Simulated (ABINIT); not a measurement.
Runs of ABINIT 10.8.3 (patched build) on SbPt. Symmetry: P6_3/mmc, No. 194, hexagonal system. Conventional cell: a = 4.120 Å, b = 4.120 Å, c = 5.470 Å, α = 90.00°, β = 90.00°, γ = 120.00°. Around Pt (site symmetry -3m) lie 2 Pt at 2.73 Å and 6 Sb at 2.74 Å. Around Sb (site symmetry -6m2) lie 6 Pt at 2.74 Å. 

```csv
task,level,potentials or basis,cell,cutoff (eV),cell freedom (optcell),optimiser (ionmov),cutoff smearing ecutsm (Ha),force stop (Ha/bohr),fine-grid cutoff,gap on the mesh (eV),pressure (GPa)
single point,LDA,PseudoDojo NC SR LDA v0.4.1 standard,as given,1088,-,-,-,-,-,none,(a)
single point,PBEsol,PseudoDojo NC SR PBEsol v0.4.1 standard,as given,1143,-,-,-,-,-,none,3.7
relaxation of cell and atoms,LDA,JTH PAW LDA v2.0 sp,relaxed,544,2,2,0.5,2e-05,1088.46 eV,none,0.0
single point,PBEsol,PseudoDojo NC SR PBEsol v0.4.1 standard,as given,1034,-,-,-,-,-,none,3.1
```

Alike in all rows: no spin polarisation; k mesh 6 × 6 × 4; smearing fermi-dirac 0.05 eV.

Q: Estimate the missing entries.

A: (a) 0.5.

Caveats: this set keeps more shells in the core, which shifts pressures and gaps (some runs).

A k mesh can miss the band edges, and the runs leave out spin-orbit coupling on Pt, Sb.

A gap of «none» marks a metal or a gap under the smearing width.

Not every run made on this cell is shown here.
